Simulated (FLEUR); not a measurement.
## PbI2: equation of state with PBE

The system is PbI2.

```
Pb I
1.0
     4.55500    0.00000    0.00000
    -2.27750    3.94475    0.00000
     0.00000    0.00000    6.97700
Pb I
1 2
Direct
  0.00000 0.00000 0.00000
  0.66667 0.33333 0.73500
  0.33333 0.66667 0.26500
```

```json
{
 "Program": "FLEUR MaX-R8.1 (later development tree)",
 "Task": "equation of state",
 "Functional": "PBE",
 "Potentials or basis": "all-electron",
 "Basis": "FLAPW",
 "Kmax": "4.1 1/bohr",
 "k mesh": "7 × 7 × 4",
 "Occupations": "fermi-dirac, width 0.05 eV",
 "Spin": "no spin polarisation",
 "Gmax": "12.7 1/bohr",
 "Muffin-tin radii": "Pb 2.66, I 2.58 bohr",
 "lmax": "Pb 11, I 11",
 "Local orbitals a species": "Pb 5, I 6"
}
```

```yaml
Equilibrium_volume: "44.72 Å³/atom (rough: see the caveat)"
Bulk_modulus_at_fixed_shape_and_positions: 23 GPa (rough)
```

Energy against volume, from the lowest point:
| volume (Å³/atom) | energy (meV/atom) |
| --- | --- |
| 39.281 | 60.96 |
| 40.117 | 41.91 |
| 40.953 | 26.92 |
| 41.788 | 15.58 |
| 42.624 | 7.52 |
| 43.460 | 2.45 |
| 44.296 | 0.00 |

Caveat: the minimum lies outside the volumes run; the cell was scaled at fixed shape and fractional positions, which overstates the stiffness of a crystal with free parameters, most of all of layers and chains; this functional lacks dispersion, which binds the layers, so the pressure and a relaxed spacing across them are unreliable. Spin-orbit coupling is left out, which matters for the levels of I, Pb.
